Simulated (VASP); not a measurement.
## HgTe: single point with PBE

The system is HgTe.

```
Hg Te
1.0
     0.00000    6.15423   -6.15423
    -6.15423    0.00000   -6.15423
    -6.15423    6.15423    0.00000
Hg Te
8 8
Direct
  0.50000 0.50000 0.00000
  0.00000 0.50000 0.00000
  0.50000 0.00000 0.00000
  0.00000 0.00000 0.00000
  0.50000 0.50000 0.50000
  0.00000 0.50000 0.50000
  0.50000 0.00000 0.50000
  0.00000 0.00000 0.50000
  0.75000 0.75000 0.25000
  0.25000 0.75000 0.25000
  0.75000 0.25000 0.25000
  0.25000 0.25000 0.25000
  0.75000 0.75000 0.75000
  0.25000 0.75000 0.75000
  0.75000 0.25000 0.75000
  0.25000 0.25000 0.75000
```

Measurements of this composition are mostly on another form, of space group No. 216.

The cell isn't the ideal one: the relaxed cell repeated 8 times, on the trajectory's mesh.

| Property | Result |
| --- | --- |
| Program | VASP 6.6.1 |
| Task | single point |
| Functional | PBE |
| Potentials or basis | VASP PAW PBE potentials, release 64 (Hg, Te) |
| Cutoff | 520 eV |
| k mesh | 2 × 2 × 2, shifted |
| Occupations | gaussian, width 0.1 eV |
| Spin | no spin polarisation |
| Dipole correction | no |
| Further INCAR settings | LREAL = Auto; ALGO = Normal; EDIFF = 1e-06; NBANDS = 86; ISYM = 0 |

```yaml
Pressure: -0.4 GPa
Band_gap_on_the_k_mesh: none (metal or under the smearing width)
```

Levels at points of the mesh, in eV from the Fermi level:
```csv
k point,band 69,band 70,band 71,band 72,band 73,band 74
"(0.25, 0.25, 0.25)",-0.61,-0.61,-0.33,-0.33,-0.33,0.03
```

It took 16 min on 1 thread of AMD EPYC 9R45 (Zen 5) (shared host), peak memory 0.85 GiB.

Caveat: the k mesh is coarse (spacing up to 0.44 Å⁻¹), so the values aren't converged. The run has no spin-orbit coupling, so splittings on Hg, Te are missing.
